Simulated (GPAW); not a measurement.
Wanted: an ASE script for a GPAW 26.7.0 run.

```yaml
Task: optical spectrum
Functional: PBE
Potentials_or_basis: GPAW PAW data sets (gpaw-data 1.2.1)
Cutoff: 400 eV
Basis: pw
k_mesh: 7 × 7 × 4
Occupations: fermi-dirac, width 0.001 eV
Spin: no spin polarisation
Response_ecut: 50 eV
Eta: 0.1 eV
Maxiter: 150
Response_k_mesh: 14 × 14 × 8
Domega0: 0.05 eV
Omega2: 10 eV
Kernel: RPA
Scissors: 0 eV
Response_bands: 44
Directions: "[\"x\", \"z\"]"
Intraband: no
```

The structure of PtS2 lies in PtS2.xyz:

```xyz
3
Lattice="3.5432000000 0.0000000000 0.0000000000 -1.7716000000 3.0685012107 0.0000000000 0.0000000000 0.0000000000 5.0388000000" Properties=species:S:1:pos:R:3 pbc="T T T"
Pt     0.0000000000      0.0000000000      0.0000000000
S      1.7716000002      1.0228337368      3.8949924000
S     -0.0000000002      2.0456674739      1.1438076000
```

These files were run (other wordings do the same):

run.py

```python
from ase.dft.bandgap import bandgap
from ase.io import read, write
from gpaw import GPAW, PW
from gpaw.response.df import DielectricFunction

atoms = read('PtS2.xyz')

calc = GPAW(mode=PW(400),
            xc='PBE',
            kpts={'size': (7, 7, 4), 'gamma': True},
            occupations={'name': 'fermi-dirac', 'width': 0.001},
            nbands=26,
            convergence={'density': 1e-06},
            maxiter=150,
            txt='gpaw.txt')
atoms.calc = calc
energy = atoms.get_potential_energy()
calc.write('gs.gpw')
write('result.traj', atoms)
print(f'Energy: {energy:.6f} eV')
print('Fermi level:', round(calc.get_fermi_level(), 4), 'eV')
print(f'Gap: {bandgap(calc)[0]:.4f} eV, direct: {bandgap(calc, direct=True)[0]:.4f} eV')

dense = calc.fixed_density(kpts={'size': (14, 14, 8), 'gamma': True},
                           nbands=50, convergence={'bands': 44, 'eigenstates': 1e-7},
                           update_fermi_level=True, txt='dense.txt')
dense.write('dense.gpw', mode='all')

df = DielectricFunction('dense.gpw', frequencies={'type': 'nonlinear', 'domega0': 0.05, 'omega2': 10},
                        eta=0.1, ecut=50, nbands=44, intraband=False, txt='df.txt')
for direction in ['x', 'z']:
    df.get_dielectric_function(xc='RPA', direction=direction, filename=f'df_{direction}.csv')
    e0, e = df.get_macroscopic_dielectric_constant(xc='RPA', direction=direction)
    print(f'{direction}: static eps {e0:.4f} without, {e:.4f} with local fields')
```

Potentials or basis: GPAW PAW data sets (gpaw-data 1.2.1), pw.

Command:

```sh
$ OMP_NUM_THREADS=1 python run.py
```

Results of the run:

```
Band gap on the k mesh : 0.81 eV, indirect (least direct gap 0.98 eV)
```

Caveat: with so narrow a direct gap the onset needs a denser k mesh; the long-wavelength limit can be off by several per cent where d states take part; independent-particle spectra lack excitons; spin-orbit coupling is left out, which moves the levels of the heavy elements.

Run time: 3.3 min on 1 thread of Arm Neoverse V2 (shared host), peak memory 0.48 GiB.
